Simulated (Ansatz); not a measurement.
Write the native input for Ansatz 0.2.0 that does the following.

```yaml
Task: single point
Functional: PBE
Potentials_or_basis: all-electron LAPW, scalar-relativistic
Cutoff: 409 eV (chosen from the basis error)
Basis_error_allowed: 0.001 eV/atom
k_mesh: 10 × 10 × 9
Occupations: fermi-dirac, width 0.05 eV
Spin: no spin polarisation
```

ZnO:

```
Zn O
1.0
     1.43323   -3.52708    0.00000
     1.43323    3.52708    0.00000
     0.00000    0.00000    2.83849
Zn O
1 1
Direct
  0.00000 0.00000 0.00000
  0.50000 0.50000 0.50000
```

The cell was built by a generator and needn't be a form met in nature.

The input as run:

input.yaml

```yaml
crystal:
  lattice:
    - [1.43323, -3.52708, 0.0]
    - [1.43323, 3.52708, 0.0]
    - [0.0, 0.0, 2.83849]
  atoms:
    - { symbol: Zn, position: [0.0, 0.0, 0.0] }
    - { symbol: O, position: [0.5, 0.5, 0.5] }
kpoints:
  mp_grid: { grid: [10, 10, 9] }
scf:
  occupations: { method: fermi_dirac, width: 0.05 }
hamiltonian:
  xc: pbe
  pseudopotentials: { kind: all_electron, lapw: { basis_error: 0.001 } }
output:
  forces: true
  stress: true
  eigenvalues: true
  populations: true
```

Potentials or basis: all-electron LAPW, scalar-relativistic.

The run is started by

```sh
$ ansatz run input.yaml --threads 1 --pin off --max-ram 3072MiB --backend cpu --events-out ev --progress --plain --runs-dir out
```

Results of the run:

The pressure is 0.0 GPa and the band gap on the k mesh is none (metal or under the smearing width). The loewdin charges are Zn +1.41; O -1.23 e.

Caveat: the atomic charges don't sum to the cell's charge.

Wall time 74 s on 1 thread of Intel(R) Xeon(R) Processor @ 2.50GHz (Skylake/Cascade Lake) (shared host), peak memory 0.62 GiB.
